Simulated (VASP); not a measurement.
A run of VASP 6.6.1:

INCAR

```
PREC = Accurate
ENCUT = 600
EDIFF = 1E-6
ISMEAR = 0
SIGMA = 0.03
LREAL = False
LASPH = True
NELM = 80
ALGO = Normal
ISIF = 3
LWAVE = False
LCHARG = False
GGA = PE
IBRION = 2
NSW = 90
EDIFFG = -0.01
```

File KPOINTS:

```
regular mesh
0
Gamma
  8 8 8
```

The input POSCAR:

```
KI
1.0
    0.0000000000      3.5327750000      3.5327750000
    3.5327750000      0.0000000000      3.5327750000
    3.5327750000      3.5327750000      0.0000000000
K I
1 1
Direct
    0.0000000000      0.0000000000      0.0000000000
    0.5000000000      0.5000000000      0.5000000000
```

Potentials or basis: VASP PAW PBE potentials, release 64 (K_sv, I).

Command:

```console
$ cat potpaw_PBE.64/K_sv/POTCAR potpaw_PBE.64/I/POTCAR > POTCAR
$ mpirun -np 1 vasp_std > vasp.out
```

Hardware: 1 thread of Intel(R) Xeon(R) 6975P-C (Granite Rapids), on a shared host.

Task: Estimate the wall time of this run.

Result: Run time: 58 s on 1 thread of Intel(R) Xeon(R) 6975P-C (Granite Rapids) (shared host), peak memory 0.27 GiB. Counts: scf iterations 35, k points 29, ion steps 4.
